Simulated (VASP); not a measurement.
Here is the system:

```
CELL_PARAMETERS angstrom
      4.38822     0.00000     0.00000
      0.00000     4.38822     0.00000
      0.00000     0.00000     2.87221
ATOMIC_POSITIONS crystal
  Ge 0.00000 0.00000 0.00000
  Ge 0.50000 0.50000 0.50000
  O  0.30575 0.30575 0.00000
  O  0.80575 0.19425 0.50000
  O  0.19425 0.80575 0.50000
  O  0.69425 0.69425 0.00000
```

Computed with LDA (Ceperley-Alder, Perdew-Zunger), VASP's LDA PAW potentials (set 64) (plane waves; VASP 6.6.1). Run with 520 eV cut-off, Gaussian smearing of 0.050 eV, potentials Ge_d O.

Question: Give the energies of bands 17 to 30 at the high-symmetry points, in eV from the valence-band maximum.

Answer: 
```tsv
band	Γ	X	M	Z	R	A
17	-5.62	-4.10	-5.22	-5.95	-7.31	-6.96
18	-5.09	-4.10	-5.22	-5.95	-7.31	-6.96
19	-4.76	-3.97	-3.88	-5.19	-5.77	-3.69
20	-3.40	-3.97	-3.88	-5.19	-5.77	-3.69
21	-2.51	-2.97	-2.50	-3.82	-2.87	-3.60
22	-2.10	-2.97	-2.50	-3.82	-2.87	-3.60
23	-2.10	-1.89	-2.21	-2.42	-1.47	-1.39
24	-0.86	-1.89	-2.21	-2.42	-1.47	-1.39
25	-0.86	-0.85	-1.54	-1.96	-1.41	-1.20
26	0.00	-0.85	-1.54	-1.96	-1.41	-1.20
27	1.83	4.84	4.86	6.05	6.28	4.53
28	5.64	4.84	4.86	6.05	6.28	4.53
29	6.79	7.50	8.27	11.08	8.40	9.68
30	6.79	7.50	8.27	11.08	8.40	9.68
```

The gap is direct, 1.83 eV, from the valence maximum at Γ to the conduction minimum at Γ.

Measured: gap 4.68 eV (computed value off by -2.85 eV), as given by Kelsey A. Mengle et al., Journal of Applied Physics (2019), arXiv:1905.10301.

The compound is GeO2 in the rutile structure. It was relaxed first.
